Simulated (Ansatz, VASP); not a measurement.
## Hf: VASP beside Ansatz

```xyz
2
Lattice="3.2032 0.0000 0.0000 -1.6016 2.7741 0.0000 0.0000 0.0000 5.0730" Properties=species:S:1:pos:R:3 pbc="T T T"
Hf    0.0000    1.8494    1.2682
Hf    1.6016    0.9247    3.8047
```

Alike in both runs: functional PBE; k mesh 16 × 16 × 9; occupations fermi-dirac, width 0.1 eV; no spin polarisation.

Ansatz relaxed the structure, and its values are those at the end. VASP's run is a single point on that final structure, the one shown.

|  | VASP | Ansatz |
| --- | --- | --- |
| version | VASP 6.6.1 | Ansatz 0.2.0 |
| potentials or method | VASP PAW PBE potentials, release 64 (Hf_pv) | PAW with Ansatz's default frozen-core files, scalar-relativistic |
| plane-wave cutoff (eV) | 520 | 420 |
| valence electrons in the cell | 20 | 52 |

```tsv
	VASP	Ansatz	Ansatz less VASP
pressure (GPa)	-0.4	0.0	+0.44
```

The two sets of potentials don't hold the same shells in valence.

Spin-orbit coupling is left out, which matters for the levels of Hf.
